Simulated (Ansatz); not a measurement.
Zr:

```xyz
2
Lattice="3.2320 0.0000 0.0000 -1.6160 2.7990 0.0000 0.0000 0.0000 5.1470" Properties=species:S:1:pos:R:3 pbc="T T T"
Zr    1.6160    0.9330    3.8603
Zr    0.0000    1.8660    1.2868
```

* Program: Ansatz 0.2.0
* Task: relaxation of cell and atoms
* Functional: HSEsol
* Potentials or basis: Ansatz PAW
* Cutoff: 420 eV (not typed: the program's choice for these potentials)
* k mesh: 5 × 5 × 3
* Occupations: fermi-dirac, width 0.05 eV
* Spin: no spin polarisation

At the start: volume 23.28 Å³/atom.

Problem. Where does the relaxation end?

Solution. It ends after 5 steps and the volume is 22.80 Å³/atom (-2.0 %); space group P6_3/mmc (No. 194, to 0.05 Å).

Step by step:
```csv
step,energy change (eV),largest force (eV/Å),volume (Å³)
1,0.0000,0.0000,46.56
2,-0.0054,0.0000,44.32
3,-0.0188,0.0000,45.65
4,-0.0190,0.0000,45.61
5,-0.0189,0.0000,45.61
```

Final structure:
```xyz
2
Lattice="3.2441 0.0000 0.0000 -1.6220 2.8094 0.0000 0.0000 0.0000 5.0042" Properties=species:S:1:pos:R:3 pbc="T T T"
Zr    1.6220    0.9365    3.7532
Zr    0.0000    1.8730    1.2511
```

Caveat: the k mesh is coarse (spacing up to 0.45 Å⁻¹), so the values aren't converged, least of all with exact exchange; the plane-wave basis is chosen anew once the cell has moved, so the energies of steps on either side of that aren't comparable; the PAW data sets come from PBE, with cores solved anew for the run's functional, which leaves a small shift of forces and pressure.
